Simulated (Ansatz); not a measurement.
Results of r²SCAN+rVV10 in Ansatz (plane waves, PAW) for rock-salt NaBr.

Numerical settings: plane-wave cutoff 560 eV, 10×10×10 k mesh, Fermi–Dirac smearing 0.01 eV, scalar-relativistic PAW data made under PBE.

On both sides of the equilibrium volume: at 25.128 Å³/atom the pressure is 0.51 GPa and the direct gap at Γ 5.064 eV; at 26.154 Å³/atom they are -0.46 GPa and 4.924 eV. The fitted bulk modulus is 24.3 GPa.

**Question.** Work out the volume deformation potential of this gap and its pressure coefficient, in two ways.

**Answer.** a_V = dE_g/d ln V = (4.924 − 5.064)/ln(26.154/25.128) = -3.50 eV. Since dP = −B d ln V, dE_g/dP = −a_V/B = 144 meV/GPa. Straight from the pressures: (5.064 − 4.924)/(0.51 − (-0.46)) = 144 meV/GPa. At this level and over this range the gap at Γ widens under pressure.

Spin–orbit coupling is not included.

Ansatz is an electronic-structure program.
